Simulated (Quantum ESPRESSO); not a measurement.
The system is KCl (Sylvite).

```xyz
2
Lattice="0.0000 3.1465 3.1465 3.1465 0.0000 3.1465 3.1465 3.1465 0.0000" Properties=species:S:1:pos:R:3 pbc="T T T"
K     0.0000    0.0000    0.0000
Cl    3.1465    3.1465    3.1465
```

Base run:

```yaml
Program: Quantum ESPRESSO 7.5
Functional: WC
Potentials_or_basis: GBRV 1.5 PBE
Cutoff: 612 eV
Density_cutoff: 4898 eV
k_mesh: 6 × 6 × 6, shifted
Occupations: fermi-dirac, width 0.05 eV
Spin: no spin polarisation
```

Its results: pressure -0.4 GPa; electronic dielectric tensor (diagonal) 2.35.

Task: After a change of settings the same cell gave: pressure 0.3 GPa; electronic dielectric tensor (diagonal) 2.33. Which change was it?
A. functional from WC to BLYP
B. functional from WC to AM05
C. functional from WC to PBEsol; potentials or basis from GBRV 1.5 PBE to GBRV 1.5 PBEsol
D. functional from WC to LDA; potentials or basis from GBRV 1.5 PBE to GBRV 1.5 LDA

Result: B.

Caveats: the potentials were made for another functional, which shifts forces and pressure.

Runs at the PBE level aren't shown here.
